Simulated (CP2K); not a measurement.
Runs of CP2K 2026.2 on NaCl. The structure is cubic, space group Pm-3m (No. 221). Conventional cell: a = 3.502 Å, b = 3.502 Å, c = 3.502 Å, α = 90.00°, β = 90.00°, γ = 90.00°. Cl (site symmetry m-3m) is surrounded by 8 Na at 3.03 Å. Na (site symmetry m-3m) is surrounded by 8 Cl at 3.03 Å. Measurements of this composition are mostly on another form, of space group No. 225.

| task | level | potentials or basis | smearing | EPS_DEFAULT | NGRIDS | points a segment of the path (NPOINTS) | bands added on the path | CUTOFF of the grids | gap on the mesh (eV) | pressure (GPa) |
| --- | --- | --- | --- | --- | --- | --- | --- | --- | --- | --- |
| band structure | TB-mBJ | POTENTIAL_UZH Cl GTH-PBE-q7, Na GTH-PBE-q9; TZVP-MOLOPT-PBE-GTH basis | fermi-dirac 0.05 eV | 1.0E-10 | 4 | 8 | 6 | 1400 Ry | (b) | - |
| band structure | r2SCAN | POTENTIAL_UZH Cl GTH-SCAN-q7, Na GTH-SCAN-q9; TZVP-MOLOPT-SCAN-GTH basis | fermi-dirac 0.05 eV | 1.0E-9 | 5 | 10 | 4 | 1400 Ry | 4.77 | (a) |
| band structure | LDA | GTH_POTENTIALS Cl GTH-PADE-q7, Na GTH-PADE-q9; TZVP-MOLOPT-PBE-GTH basis | fermi-dirac 0.05 eV | 1.0E-9 | 5 | 6 | 2 | 1350 Ry | 3.56 | -2.8 |
| band structure | PBEsol | POTENTIAL_UZH Cl GTH-PBE-q7, Na GTH-PBE-q9; TZVP-MOLOPT-PBE-GTH basis | fermi-dirac 0.01 eV | 1.0E-9 | 5 | 6 | 6 | 1350 Ry | 3.80 | -0.8 |

Alike in all rows: no spin polarisation; cell as given; k mesh 8 × 8 × 8.

**Question.** Fill in the values left out.

**Answer.** (a) -1.0; (b) 4.69.

Caveats: the basis of atomic orbitals isn't converged, which shifts pressures, moduli and gaps; the potentials were made for another functional, which shifts forces and pressure (some runs); this is a model potential without an energy functional, so only levels have meaning (some runs).

